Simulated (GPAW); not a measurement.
Crystal: BN.

```
N B
1.0
     2.49824    0.00000    0.00000
    -1.24912    2.16354    0.00000
     0.00000    0.00000    6.63570
N B
2 2
Direct
  0.66667 0.33333 0.25000
  0.33333 0.66667 0.75000
  0.66667 0.33333 0.75000
  0.33333 0.66667 0.25000
```

```yaml
Program: GPAW 26.7.0
Task: relaxation of cell and atoms
Functional: revPBE
Dispersion: D3
Potentials_or_basis: the program's PAW data sets (release 1.2.1) made for this functional
Cutoff: 800 eV
Basis: pw
k_mesh: 9 × 9 × 3
Occupations: fermi-dirac, width 0.05 eV
Spin: no spin polarisation
```

At the start: pressure 3.9 GPa; volume 8.97 Å³/atom.

**Question.** How do energy, volume and symmetry change on relaxing?

**Answer.** Over 9 steps the energy falls by 3.2 meV/atom and the volume is 8.70 Å³/atom (-3.0 %); space group P6_3/mmc (No. 194, to 0.05 Å).

Step by step:
```csv
step,energy change (eV),largest force (eV/Å),pressure (GPa),volume (Å³)
1,0.0000,0.0022,3.95,35.87
2,-0.0044,0.0015,2.94,35.95
3,-0.0129,0.0017,-0.67,36.25
4,-0.0130,0.0013,-0.76,36.25
5,-0.0142,0.0047,-1.78,36.01
6,-0.0142,0.0089,-2.11,35.59
7,-0.0132,0.0116,-1.43,34.99
8,-0.0126,0.0088,-0.45,34.78
9,-0.0126,0.0052,0.00,34.78
```

Final structure:
```cif
data_structure
_symmetry_space_group_name_H-M 'P 1'
_symmetry_Int_Tables_number 1
_cell_length_a 2.5136
_cell_length_b 2.5136
_cell_length_c 6.3565
_cell_angle_alpha 90.000
_cell_angle_beta 90.000
_cell_angle_gamma 120.000
_cell_volume 34.78
loop_
_atom_site_label
_atom_site_type_symbol
_atom_site_fract_x
_atom_site_fract_y
_atom_site_fract_z
_atom_site_occupancy
N1 N 0.66667 0.33333 0.24977 1
N2 N 0.33333 0.66667 0.75023 1
B1 B 0.66667 0.33333 0.75027 1
B2 B 0.33333 0.66667 0.24973 1
```

Caveat: later steps reuse the first step's grids.
